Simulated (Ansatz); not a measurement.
**Is this Be3Te4 stable against decomposition?**

All numbers below come from DFT PBE, scalar-relativistic, plane waves, PAW in Ansatz 0.2.0. All cells share a 420 eV cutoff and Γ-centred k meshes spaced about 0.3 Å⁻¹ or finer (0.25 for metals, 2π included). No spin polarisation.

The zero of energy is the elements' standard structures at the same level; no fitted shifts are applied.

Temperature and zero-point effects are left out. No dispersion correction is applied, so the spacing and binding between layers, chains or molecules are poorly described (Be3Te4 Pmm2). These runs have no spin–orbit coupling, which can matter for Te. The reference form of Te is held partly by dispersion forces, which this level lacks.

The competitors are the elements and 1 reference phase of this chemical system (from databases or known types: BeTe), relaxed at the same level; other known phases may be missing.

The candidate was reached from: a relaxed cell, shaken at random and relaxed again.

```
CELL_PARAMETERS angstrom
3.85499 0.00000 0.00000
0.00000 7.84736 0.00000
0.00000 0.00000 12.31993
ATOMIC_POSITIONS crystal
Be 0.00000 0.24447 0.23764
Be 0.00000 0.75553 0.23764
Be 0.00000 0.27348 0.76643
Be 0.00000 0.72652 0.76643
Be 0.50000 0.50000 0.01088
Be 0.50000 0.00000 0.99109
Te 0.00000 0.00000 0.35683
Te 0.00000 0.50000 0.34738
Te 0.50000 0.31959 0.64555
Te 0.50000 0.68041 0.64555
Te 0.00000 0.50000 0.89708
Te 0.00000 0.00000 0.86538
Te 0.50000 0.24231 0.11603
Te 0.50000 0.75769 0.11603
```

The lowest competing mixture at this composition:

| phase | space group | source | share of atoms | ΔE_f (eV/atom) |
| --- | --- | --- | --- | --- |
| Te | - | element | 0.1429 | 0.000 |
| BeTe | F-43m (No. 216) | COD | 0.8571 | -0.361 |

Task: What are the hull's energy here, the candidate's formation energy and its margin?

Result: The hull lies at -0.309 eV/atom, the weighted sum of the last column. The candidate has -0.205 eV/atom, which is 104 meV/atom above it. It is metastable at best. Phonons aren't part of this comparison. It holds Te–Te pairs (shortest 2.83 Å).
